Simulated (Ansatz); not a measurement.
# Aluminium, dhcp under r²SCAN: structure, energy and stiffness, part 2 of 2

What does r²SCAN give for aluminium in the dhcp structure? We relax it, solve it on a dense k-mesh, then scale the cell to 7 volumes from 88 to 112 % of the relaxed one and try a fit of the equation of state. Spin polarisation is left out. The k-meshes are 13×13×4 for the relaxation; 17×17×5 for the dense run; 14×14×4 for the volumes.

Ansatz 0.2.0; DFT, r2SCAN, plane waves (500 eV) with PAW, scalar-relativistic. The steps go on from the part before.

**5. Equation of state: 92 %**

Contents of input.yaml:

```yaml
crystal:
  lattice:
    - [2.7456748259, 0.0, 0.0]
    - [-1.3728374129, 2.3778241498, 0.0]
    - [0.0, 0.0, 9.000901781]
  atoms:
    - { symbol: Al, position: [1.0, 0.0, 0.0] }
    - { symbol: Al, position: [1.0, 0.0, 0.5] }
    - { symbol: Al, position: [0.3333333333, 0.6666666667, 0.25] }
    - { symbol: Al, position: [0.6666666667, 0.3333333333, 0.75] }
hamiltonian:
  xc: r2scan
  pseudopotentials:
    kind: paw
    azcp:
      Al: "pseudopotentials/Al.paw.azcp"
basis:
  ecutwfc: 500
  fft_grid_basis: typed
kpoints:
  mp_grid: { grid: [14, 14, 4], shift: [0, 0, 0] }
magnetization:
  spin_polarized: false
scf:
  occupations: { method: fermi_dirac, width: 0.1 }
  lower_state_search: "off"
output:
  stress: true
```

The run is started by

```console
$ ansatz run input.yaml --threads 1 --pin off --max-ram 3584MiB --backend cpu --events-out ev --progress --plain --runs-dir out
```

The program printed, shortened:

```text
[...]
Pseudopotentials: kind: paw
Pseudopotential: Al, paw, valence charge 3, recommended cutoff 500 eV (meta_gga), <dir>
Functional definition: r2SCAN
[...]
Crystal: 4 atoms, lattice volume = 58.764 Å³
Basis set: ecut = 500 eV, 1461 PW (Γ), exchange–correlation on 96×96×288 points (64 copies of the dense FFT grid, shifted against one another)
Bands: 10, of which v1, the nominal top of the filled ones, is band 6 counted from 1 (5 counted from 0)
Symmetry: 24 space group operations
Space group: P63/mmc (ITA 194), of the structure as read, at distance tolerance 3.9e-5 Å
k-points: 72 of 784
[...]
SCF iter   1: F=-2161.461944 eV  HF=-2161.443128 eV  |F-HF|=1.88e-2  |Δ(HF+E_count)|=         —  Δρ=3.11e-3  dr2=5.54e-3  dr2_τ=2.68e-2  ethr=1.77e-3  ⟨swp⟩=7.2  Hψ=14189  notcnv=0  defer=11
[...]
SCF iter   7: F=-2161.465061 eV  HF=-2161.465061 eV  |F-HF|=1.86e-10  |Δ(HF+E_count)|=   8.86e-8  Δρ=1.10e-6  dr2=6.92e-10  dr2_τ=1.39e-11  ethr=8.33e-10  ⟨swp⟩=3.7  Hψ=2389  notcnv=0
[...]
SCF converged after 7 iterations
Free energy (F): -2161.465061 eV
[...]
E sigma→0 (E₀):  -2161.443359 eV
Entropy (-TS):   -0.043403 eV (-10.851 meV/atom)
Fermi energy:    9.234309 eV
[...]
--- Stress (GPa, compression-positive) ---
        8.827344      -0.000000       0.000000
        0.000000       8.827344       0.000000
        0.000000       0.000000       9.728723
  P = ⅓ Tr σ = 9.1278 GPa (91.278 kbar)
```

It took 11 s on 1 thread of Intel Xeon Platinum 8259CL at 2.50GHz (Skylake/Cascade Lake), shared host; peak memory 0.72 GiB.

**6. Equation of state: 96 %**

input.yaml, as its differences from that of step 5:

```diff
@@ -2,5 +2,5 @@
   lattice:
-    - [2.7456748259, 0.0, 0.0]
-    - [-1.3728374129, 2.3778241498, 0.0]
-    - [0.0, 0.0, 9.000901781]
+    - [2.7849040521, 0.0, 0.0]
+    - [-1.392452026, 2.4117976562, 0.0]
+    - [0.0, 0.0, 9.129503467]
   atoms:
```

The run is started by

```console
$ ansatz run input.yaml --threads 1 --pin off --max-ram 3584MiB --backend cpu --events-out ev --progress --plain --runs-dir out
```

The program printed, shortened:

```text
[...]
[... 3 set-up lines as earlier in the session ...]
[...]
Crystal: 4 atoms, lattice volume = 61.319 Å³
Basis set: ecut = 500 eV, 1557 PW (Γ), exchange–correlation on 96×96×288 points (64 copies of the dense FFT grid, shifted against one another)
Bands: 10, of which v1, the nominal top of the filled ones, is band 6 counted from 1 (5 counted from 0)
[... 2 set-up lines as earlier in the session ...]
k-points: 72 of 784
[...]
SCF iter   1: F=-2161.566229 eV  HF=-2161.544360 eV  |F-HF|=2.19e-2  |Δ(HF+E_count)|=         —  Δρ=3.27e-3  dr2=6.66e-3  dr2_τ=2.26e-2  ethr=1.77e-3  ⟨swp⟩=7.1  Hψ=13971  notcnv=0  defer=7
[...]
SCF iter   7: F=-2161.568956 eV  HF=-2161.568956 eV  |F-HF|=7.16e-10  |Δ(HF+E_count)|=   6.22e-8  Δρ=2.22e-6  dr2=2.74e-9  dr2_τ=3.92e-11  ethr=8.33e-10  ⟨swp⟩=3.6  Hψ=2326  notcnv=0
[...]
SCF converged after 7 iterations
Free energy (F): -2161.568956 eV
[...]
E sigma→0 (E₀):  -2161.546265 eV
Entropy (-TS):   -0.045383 eV (-11.346 meV/atom)
Fermi energy:    8.764941 eV
[...]
--- Stress (GPa, compression-positive) ---
        3.761787       0.000000       0.000000
        0.000000       3.761787       0.000000
        0.000000       0.000000       4.718619
  P = ⅓ Tr σ = 4.0807 GPa (40.807 kbar)
```

Wall time 13 s (1 thread of Intel Xeon Platinum 8259CL at 2.50GHz (Skylake/Cascade Lake), shared host); peak memory 0.72 GiB.

**7. Equation of state: 100 %**

input.yaml, as its differences from that of step 6:

```diff
@@ -2,5 +2,5 @@
   lattice:
-    - [2.7849040521, 0.0, 0.0]
-    - [-1.392452026, 2.4117976562, 0.0]
-    - [0.0, 0.0, 9.129503467]
+    - [2.8230581638, 0.0, 0.0]
+    - [-1.4115290819, 2.4448400862, 0.0]
+    - [0.0, 0.0, 9.2545807009]
   atoms:
```

The run is started by

```console
$ ansatz run input.yaml --threads 1 --pin off --max-ram 3584MiB --backend cpu --events-out ev --progress --plain --runs-dir out
```

The program printed, shortened:

```text
[...]
[... 3 set-up lines as earlier in the session ...]
[...]
Crystal: 4 atoms, lattice volume = 63.874 Å³
Basis set: ecut = 500 eV, 1605 PW (Γ), exchange–correlation on 96×96×288 points (64 copies of the dense FFT grid, shifted against one another)
Bands: 10, of which v1, the nominal top of the filled ones, is band 6 counted from 1 (5 counted from 0)
[... 2 set-up lines as earlier in the session ...]
k-points: 72 of 784
[...]
SCF iter   1: F=-2161.597944 eV  HF=-2161.573545 eV  |F-HF|=2.44e-2  |Δ(HF+E_count)|=         —  Δρ=3.43e-3  dr2=7.91e-3  dr2_τ=1.92e-2  ethr=1.77e-3  ⟨swp⟩=6.9  Hψ=13885  notcnv=0  defer=12
[...]
SCF iter   6: F=-2161.600350 eV  HF=-2161.600350 eV  |F-HF|=1.67e-8  |Δ(HF+E_count)|=   2.69e-6  Δρ=8.91e-6  dr2=5.54e-8  dr2_τ=6.50e-10  ethr=8.33e-10  ⟨swp⟩=3.2  Hψ=3385  notcnv=0
[...]
SCF converged after 6 iterations
Free energy (F): -2161.600350 eV
[...]
E sigma→0 (E₀):  -2161.576643 eV
Entropy (-TS):   -0.047414 eV (-11.853 meV/atom)
Fermi energy:    8.327367 eV
[...]
--- Stress (GPa, compression-positive) ---
       -0.330216      -0.000000       0.000000
       -0.000000      -0.330216       0.000000
        0.000000       0.000000       0.666369
  P = ⅓ Tr σ = 0.0020 GPa (0.020 kbar)
```

Wall time 12 s (1 thread of Intel Xeon Platinum 8259CL at 2.50GHz (Skylake/Cascade Lake), shared host); peak memory 0.74 GiB.

**8. Equation of state: 104 %**

input.yaml, as its differences from that of step 7:

```diff
@@ -2,5 +2,5 @@
   lattice:
-    - [2.8230581638, 0.0, 0.0]
-    - [-1.4115290819, 2.4448400862, 0.0]
-    - [0.0, 0.0, 9.2545807009]
+    - [2.8602079262, 0.0, 0.0]
+    - [-1.4301039631, 2.4770127242, 0.0]
+    - [0.0, 0.0, 9.3763654655]
   atoms:
```

The run is started by

```console
$ ansatz run input.yaml --threads 1 --pin off --max-ram 3584MiB --backend cpu --events-out ev --progress --plain --runs-dir out
```

The program printed, shortened:

```text
[...]
[... 3 set-up lines as earlier in the session ...]
[...]
Crystal: 4 atoms, lattice volume = 66.429 Å³
Basis set: ecut = 500 eV, 1655 PW (Γ), exchange–correlation on 96×96×288 points (64 copies of the dense FFT grid, shifted against one another)
Bands: 10, of which v1, the nominal top of the filled ones, is band 6 counted from 1 (5 counted from 0)
[... 2 set-up lines as earlier in the session ...]
k-points: 72 of 784
[...]
SCF iter   1: F=-2161.571097 eV  HF=-2161.544809 eV  |F-HF|=2.63e-2  |Δ(HF+E_count)|=         —  Δρ=3.58e-3  dr2=9.30e-3  dr2_τ=1.64e-2  ethr=1.77e-3  ⟨swp⟩=6.9  Hψ=13793  notcnv=0  defer=12
[...]
SCF iter   7: F=-2161.573225 eV  HF=-2161.573225 eV  |F-HF|=6.94e-9  |Δ(HF+E_count)|=   1.12e-7  Δρ=2.95e-6  dr2=1.22e-8  dr2_τ=1.28e-10  ethr=8.33e-10  ⟨swp⟩=4.0  Hψ=2512  notcnv=0
[...]
SCF converged after 7 iterations
Free energy (F): -2161.573225 eV
[...]
E sigma→0 (E₀):  -2161.548388 eV
Entropy (-TS):   -0.049673 eV (-12.418 meV/atom)
Fermi energy:    7.918254 eV
[...]
--- Stress (GPa, compression-positive) ---
       -3.620485       0.000000       0.000000
        0.000000      -3.620485       0.000000
        0.000000       0.000000      -2.611223
  P = ⅓ Tr σ = -3.2841 GPa (-32.841 kbar)
```

Run time: 15 s. Hardware: 1 thread of Intel Xeon Platinum 8259CL at 2.50GHz (Skylake/Cascade Lake), shared host; peak memory 0.72 GiB.

**9. Equation of state: 108 %**

input.yaml, as its differences from that of step 8:

```diff
@@ -2,5 +2,5 @@
   lattice:
-    - [2.8602079262, 0.0, 0.0]
-    - [-1.4301039631, 2.4770127242, 0.0]
-    - [0.0, 0.0, 9.3763654655]
+    - [2.8964169337, 0.0, 0.0]
+    - [-1.4482084669, 2.5083706446, 0.0]
+    - [0.0, 0.0, 9.4950662371]
   atoms:
```

The run is started by

```console
$ ansatz run input.yaml --threads 1 --pin off --max-ram 3584MiB --backend cpu --events-out ev --progress --plain --runs-dir out
```

The program printed, shortened:

```text
[...]
[... 3 set-up lines as earlier in the session ...]
[...]
Crystal: 4 atoms, lattice volume = 68.984 Å³
Basis set: ecut = 500 eV, 1751 PW (Γ), exchange–correlation on 96×96×288 points (64 copies of the dense FFT grid, shifted against one another)
Bands: 10, of which v1, the nominal top of the filled ones, is band 6 counted from 1 (5 counted from 0)
[... 1 set-up line as earlier in the session ...]
Space group: P63/mmc (ITA 194), of the structure as read, at distance tolerance 4.1e-5 Å
k-points: 72 of 784
[...]
SCF iter   1: F=-2161.497157 eV  HF=-2161.469634 eV  |F-HF|=2.75e-2  |Δ(HF+E_count)|=         —  Δρ=3.73e-3  dr2=1.08e-2  dr2_τ=1.40e-2  ethr=1.77e-3  ⟨swp⟩=6.8  Hψ=13683  notcnv=0  defer=12
[...]
SCF iter   7: F=-2161.499090 eV  HF=-2161.499090 eV  |F-HF|=4.54e-9  |Δ(HF+E_count)|=   1.06e-7  Δρ=1.95e-6  dr2=1.10e-9  dr2_τ=6.20e-11  ethr=8.33e-10  ⟨swp⟩=4.0  Hψ=2599  notcnv=0
[...]
SCF converged after 7 iterations
Free energy (F): -2161.499090 eV
[...]
E sigma→0 (E₀):  -2161.473028 eV
Entropy (-TS):   -0.052124 eV (-13.031 meV/atom)
Fermi energy:    7.534681 eV
[...]
--- Stress (GPa, compression-positive) ---
       -6.251693       0.000000       0.000000
       -0.000000      -6.251693       0.000000
        0.000000       0.000000      -5.240168
  P = ⅓ Tr σ = -5.9145 GPa (-59.145 kbar)
```

Run time: 14 s. Hardware: 1 thread of Intel Xeon Platinum 8259CL at 2.50GHz (Skylake/Cascade Lake), shared host; peak memory 0.73 GiB.

**10. Equation of state: 112 %**

input.yaml, as its differences from that of step 9:

```diff
@@ -2,5 +2,5 @@
   lattice:
-    - [2.8964169337, 0.0, 0.0]
-    - [-1.4482084669, 2.5083706446, 0.0]
-    - [0.0, 0.0, 9.4950662371]
+    - [2.931742573, 0.0, 0.0]
+    - [-1.4658712865, 2.5389635455, 0.0]
+    - [0.0, 0.0, 9.6108711409]
   atoms:
```

The run is started by

```console
$ ansatz run input.yaml --threads 1 --pin off --max-ram 3584MiB --backend cpu --events-out ev --progress --plain --runs-dir out
```

The program printed, shortened:

```text
[...]
[... 3 set-up lines as earlier in the session ...]
[...]
Crystal: 4 atoms, lattice volume = 71.539 Å³
Basis set: ecut = 500 eV, 1823 PW (Γ), exchange–correlation on 96×96×288 points (64 copies of the dense FFT grid, shifted against one another)
Bands: 10, of which v1, the nominal top of the filled ones, is band 6 counted from 1 (5 counted from 0)
[... 1 set-up line as earlier in the session ...]
Space group: P63/mmc (ITA 194), of the structure as read, at distance tolerance 4.2e-5 Å
k-points: 72 of 784
[...]
SCF iter   1: F=-2161.385677 eV  HF=-2161.357513 eV  |F-HF|=2.82e-2  |Δ(HF+E_count)|=         —  Δρ=3.85e-3  dr2=1.23e-2  dr2_τ=1.20e-2  ethr=1.77e-3  ⟨swp⟩=6.9  Hψ=13559  notcnv=0  defer=15
[...]
SCF iter   7: F=-2161.387475 eV  HF=-2161.387475 eV  |F-HF|=1.17e-8  |Δ(HF+E_count)|=   2.58e-7  Δρ=3.60e-6  dr2=6.78e-9  dr2_τ=5.31e-11  ethr=8.33e-10  ⟨swp⟩=4.0  Hψ=2600  notcnv=0
[...]
SCF converged after 7 iterations
Free energy (F): -2161.387475 eV
[...]
E sigma→0 (E₀):  -2161.360182 eV
Entropy (-TS):   -0.054587 eV (-13.647 meV/atom)
Fermi energy:    7.174306 eV
[...]
--- Stress (GPa, compression-positive) ---
       -8.341230      -0.000000       0.000000
       -0.000000      -8.341230      -0.000000
        0.000000      -0.000000      -7.321684
  P = ⅓ Tr σ = -8.0014 GPa (-80.014 kbar)
```

Run time: 16 s. Hardware: 1 thread of Intel Xeon Platinum 8259CL at 2.50GHz (Skylake/Cascade Lake), shared host; peak memory 0.72 GiB.

**11. Energy and pressure against volume**

All volumes keep the relaxed shape and fractional coordinates.

| V (Å³/atom) | E − E₀ (meV/atom) | P from the stress (GPa) | P from the fit (GPa) |
| --- | --- | --- | --- |
| 14.052 | 81.4 | 15.37 | 15.35 |
| 14.691 | 33.3 | 9.13 | 9.06 |
| 15.330 | 7.6 | 4.08 | 4.00 |
| 15.969 | 0.0 | 0.00 | -0.06 |
| 16.607 | 7.0 | -3.28 | -3.34 |
| 17.246 | 25.9 | -5.91 | -5.99 |
| 17.885 | 54.1 | -8.00 | -8.13 |

A third-order Birch-Murnaghan fit gives V₀ = 15.958 Å³/atom, B₀ = 91 GPa and B₀′ = 4.4; it misses no point by more than 0.05 meV/atom.

Fit and stress differ a little: one follows E(σ → 0), the other the smeared free energy.

**12. Outcome**

This closing draws on all 2 parts.

| quantity | value |
| --- | --- |
| space group (spins left aside) | P6_3/mmc (No. 194) |
| conventional cell | a = 2.823 Å, c = 9.255 Å (c/a = 3.278) |
| volume | 15.969 Å³/atom |
| shortest distance | 2.823 Å |
| gap on the mesh | none (levels filled in part) |
| relative to fcc | +17 meV/atom |
| V₀, B₀, B₀′ | 15.958 Å³/atom, 91 GPa, 4.4 |

In words: From the guessed start the volume shrank by 3.8 % in 5 steps. Against the reference form of aluminium (fcc, computed apart with the same settings) it stands 17 meV/atom higher. Levels at the Fermi energy are filled in part, as in a metal. B₀ comes out at 91 GPa; letting shape and positions relax at each volume could only lower it. The symmetry was held, so the structure may be unstable against distortions that break it.
